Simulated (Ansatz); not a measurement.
An Ansatz input (plane waves, PAW) for NiO (zincblende structure) that has something wrong with it:

```yaml
crystal:
  lattice:
    - [0.0, 2.2409531277, 2.2409531277]
    - [2.2409531277, 0.0, 2.2409531277]
    - [2.2409531277, 2.2409531277, 0.0]
  atoms:
    - { symbol: Ni, position: [0.0, 0.0, 0.0], spin: 2.0 }
    - { symbol: O, position: [0.25, 0.25, 0.25] }
basis:
  ecutwfc: 420
  ecutrho_ratio: 4
kpoints:
  mp_grid: { grid: [12, 12, 12] }
hamiltonian:
  xc: pbe
scf:
  occupations: { method: gaussian, width: 0.05 }
  max_iter: [1, 2]
output:
  forces: true
  stress: true
magnetization:
  spin_polarized: true
```

Launched as:
```sh
ansatz run input.yaml --threads 2 --pin off --max-ram 2662MiB --backend cpu --events-out ev --progress --plain --runs-dir out
```

What is wrong with it?

A value of the wrong type. Against the sound input: scf.max_iter: [1, 2].

What the program printed:

```
Error: YAML parse error: error: line 18 column 13: expected string scalar
  --> <input>:18:13
   |
```

The input was refused before any iteration. It ran for 0.04 s on 2 threads of Arm Neoverse V1, on a shared host, peak memory 0.021 GiB. The run before the change (PBE, 420 eV, 12×12×12 mesh) gave:

```tsv
run	P (GPa)	gap on the mesh (eV)	cell moment (μB)	largest force component (eV/Å)
sound	0.0	metal	1.94	0.000
```

The two runs also differ in their start: the sound one had the moments 1.62, 0.00 μB typed, and went on from the state of an earlier run.

The start was a prototype's sites filled with these elements. The Crystallography Open Database lists the compound in space group Fm-3m (rock salt), so this is a trial structure.

Of that run: Compounds of this kind are often insulators, Mott or charge-transfer ones with an open 3d shell, so the metal found may come from the functional, which lacks a U or exact exchange, or from the structure. The moments were started parallel, and the real magnetic order may be another.
